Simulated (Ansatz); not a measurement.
CaF2:
```yaml
crystal:
  lattice:
    - [0.00000, 2.71015, 2.71015]
    - [2.71015, 0.00000, 2.71015]
    - [2.71015, 2.71015, 0.00000]
  atoms:
    - { symbol: Ca, position: [0.00000, 0.00000, 0.00000] }
    - { symbol: F, position: [0.75000, 0.75000, 0.75000] }
    - { symbol: F, position: [0.25000, 0.25000, 0.25000] }
```

x, y and z are the axes in which the lattice vectors are written.

### Question
Give the high-frequency dielectric tensor and the Born effective charge tensors of the independent atoms from DFPT, plane-wave PAW PBEsol (Ansatz code).

### Answer

ε∞:
```
2.32  0.00  0.00
0.00  2.32  0.00
0.00  0.00  2.32
```
Z* of atom 1 (Ca), rows: field, columns: displacement, in e:
```
2.37  0.00  0.00
0.00  2.37  0.00
0.00  0.00  2.37
```
Z* of atom 2 (F), rows: field, columns: displacement, in e:
```
-1.19   0.00   0.00
 0.00  -1.19   0.00
 0.00   0.00  -1.19
```

Space group Fm-3m (fluorite). The cell was relaxed with PBEsol under the symmetry of its start.

Potentials: the earlier of the program's two PAW sets. The files were generated under PBE; for other functionals the program regenerates the frozen cores, and for LDA and PBEsol the local potential too.
